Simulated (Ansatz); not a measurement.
Cu Kα1 powder pattern (kinematic, no thermal factors).
2θ (°) (relative intensity): 36.28 (24), 38.19 (28), 41.18 (100), 53.69 (15), 65.27 (16), 71.06 (19), 77.03 (3), 78.21 (19), 80.16 (13), 81.72 (3), 89.40 (3)

The pattern is computed from a structure relaxed with Ansatz, DFT PBE, scalar-relativistic, plane waves, PAW. No spin polarisation. Its elements are Al.

Question: Give the structure.

Answer: Al.
Space group P6_3/mmc (No. 194). a = 2.857 Å, b = 2.857 Å, c = 4.710 Å, α = 90.00°, β = 90.00°, γ = 120.00°
```tsv
atom	site	symmetry	x	y	z
Al	2c	-6m2	0.6667	0.3333	0.7500
```

A pattern alone doesn't exclude other cells with like lines; this is the one computed.

The cell was found from a structure generator's guess, not taken from experiment.
